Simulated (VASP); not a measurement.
Input:

```
CELL_PARAMETERS angstrom
      0.00000     3.09193     3.09193
      3.09193     0.00000     3.09193
      3.09193     3.09193     0.00000
ATOMIC_POSITIONS crystal
  Zn 0.00000 0.00000 0.00000
  Te 0.25000 0.25000 0.25000
```

Calculation: B3LYP hybrid, VASP's PBE PAW potentials (set 64) (plane waves; VASP 6.6.1). Numerical set-up: 520 eV cut-off, 6×6×6 Γ-centred mesh, Gaussian smearing of 0.050 eV, potentials Zn Te.

Question: Give the stress tensor in GPa (positive for a compressed cell).

Answer: 
```
1.26  0.00  0.00
0.00  1.26  0.00
0.00  0.00  1.26
```
The pressure is its mean diagonal, 1.26 GPa.

The compound is ZnTe in the zinc blende structure. It was relaxed first. The cell's shape comes from a PBE relaxation.
